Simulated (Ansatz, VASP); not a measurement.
One calculation of BAs, two programs

```xyz
2
Lattice="0.0000 2.3839 2.3839 2.3839 0.0000 2.3839 2.3839 2.3839 0.0000" Properties=species:S:1:pos:R:3 pbc="T T T"
B     0.0000    0.0000    0.0000
As    1.1919    1.1919    1.1919
```

Alike in both runs: functional PBEsol; k mesh 8 × 8 × 8; occupations gaussian, width 0.02 eV; no spin polarisation.

Ansatz relaxed the structure, and its values are those at the end. VASP's run is a single point on that final structure, the one shown.

```csv
,VASP,Ansatz
version,VASP 6.6.1,Ansatz 0.2.0
potentials or method,"VASP PAW PBE potentials, release 64 (B, As)","scalar-relativistic, plane waves, PAW"
plane-wave cutoff (eV),520,420
valence electrons in the cell,8,18
```

```csv
,VASP,Ansatz,Ansatz less VASP
gap on the k mesh at the Fermi level (eV),1.09,1.10,+0.009
least direct gap on the mesh (eV),3.25,3.25,+0.003
pressure (GPa),0.9,0.0,-0.89
```

The functional is the same, so the differences come from potentials, cutoffs and numerics. The two sets of potentials don't hold the same shells in valence. Ansatz warned: «pseudo_functional_mismatch».

Caveats: the PAW data sets were made with another functional, which shifts forces and pressure a little (VASP). PBEsol gaps usually lie below the measured ones, often by a third to a half. A k mesh can miss the band edges.
